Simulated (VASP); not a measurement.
The system is Ag.

```
Ag
1.0
     0.00000    2.04275    2.04275
     2.04275    0.00000    2.04275
     2.04275    2.04275    0.00000
Ag
1
Direct
  0.00000 0.00000 0.00000
```

| Item | Value |
| --- | --- |
| Program | VASP 6.6.1 |
| Task | relaxation of cell and atoms |
| Functional | optB88-vdW |
| Potentials or basis | VASP PAW PBE potentials, release 64 (Ag) |
| Cutoff | 600 eV |
| k mesh | 11 × 11 × 11 |
| Occupations | fermi-dirac, width 0.05 eV |
| Spin | no spin polarisation |

At the start: pressure 3.1 GPa; volume 17.05 Å³/atom.

**Question.** Where does the relaxation end?

**Answer.** Over 3 steps the energy falls by 4.8 meV/atom and the volume is 17.56 Å³/atom (+3.0 %); space group Fm-3m (No. 225, to 0.05 Å).

Step by step:
```csv
step,energy change (eV),largest force (eV/Å),pressure (GPa),volume (Å³)
1,0.0000,0.0000,3.12,17.05
2,-0.0032,0.0000,-1.62,17.88
3,-0.0048,0.0000,-0.13,17.56
```

Final structure:
```
CELL_PARAMETERS angstrom
0.00000 2.06309 2.06309
2.06309 0.00000 2.06309
2.06309 2.06309 0.00000
ATOMIC_POSITIONS crystal
Ag 0.00000 0.00000 0.00000
```

Caveat: the PAW data sets were made with another functional, which shifts forces and pressure a little.
